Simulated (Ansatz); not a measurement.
Runs of Ansatz 0.2.0 on InP. Symmetry: F-43m, No. 216, cubic system. The conventional cell has a = 5.861 Å, b = 5.861 Å, c = 5.861 Å, α = 90.00°, β = 90.00°, γ = 90.00°. In (site symmetry -43m) is surrounded by 4 P at 2.54 Å. P (site symmetry -43m) is surrounded by 4 In at 2.54 Å. 

| task | level | potentials or basis | cell | k mesh | cutoff (eV) | smearing | points for each segment of the path | mesh quality | gap on the mesh (eV) | pressure (GPa) | V0 of scaled cells (Å³/atom) | relaxed volume (Å³/atom) | B0 (GPa) |
| --- | --- | --- | --- | --- | --- | --- | --- | --- | --- | --- | --- | --- | --- |
| equation of state | PBE | Ansatz PAW accurate | as given | 8 × 8 × 8 | 620 | fermi-dirac 0.05 eV | - | not flagged | - | - | (a) | - | 60 |
| single point | HISS | Ansatz PAW polarizable | as given | 5 × 5 × 5 | 420 | gaussian 0.025 eV | - | not flagged | 1.90 | - | - | - | - |
| relaxation of cell and atoms | HF | Ansatz PAW | relaxed | 4 × 4 × 4 | 420 | fermi-dirac 0.05 eV | - | coarse | (b) | - | - | 26.78 | - |
| band structure | RPBE | Ansatz PAW | as given | 8 × 8 × 8 | 420 | fermi-dirac 0.05 eV | 14 | not flagged | 0.85 | 5.2 | - | - | - |
| relaxation of cell and atoms | PBEsol | Ansatz PAW | relaxed | 8 × 8 × 8 | 420 | fermi-dirac 0.05 eV | - | not flagged | 0.57 | 0.0 | - | 25.39 | - |
| equation of state | PBE+D4 | Ansatz PAW | as given | 8 × 8 × 8 | 420 | fermi-dirac 0.05 eV | - | not flagged | - | - | 25.56 | - | 66 |
| relaxation of cell and atoms | m-r2SCAN | Ansatz PAW | relaxed | 8 × 8 × 8 | 500 | fermi-dirac 0.05 eV | - | not flagged | 1.03 | 0.0 | - | 25.77 | - |
| equation of state | PBE | Ansatz PAW large core | as given | 8 × 8 × 8 | 420 | fermi-dirac 0.05 eV | - | not flagged | - | - | 26.45 | - | 60 |

Alike in all rows: no spin polarisation.

Q: Fill in the values left out.

A: (a) 26.46; (b) 6.87.

Caveats: some runs use coarse meshes; spin-orbit coupling is left out, which moves the levels of the heavy elements (some runs); the PAW data sets come from PBE, with cores solved anew for the run's functional, which leaves a small shift of forces and pressure (some runs); the plane-wave basis is chosen anew once the cell has moved, so the energies of steps on either side of that aren't comparable (some runs); the potentials were made for another functional, which shifts forces and pressure (some runs); odd divisions of the mesh miss points on the zone boundary, where band edges often lie, so the gap on the mesh can be too wide (some runs); this set keeps more shells in the core, which shifts pressures and gaps (some runs).

A k mesh can miss the band edges, and the runs leave out spin-orbit coupling on In.

Not every run made on this cell is shown here.
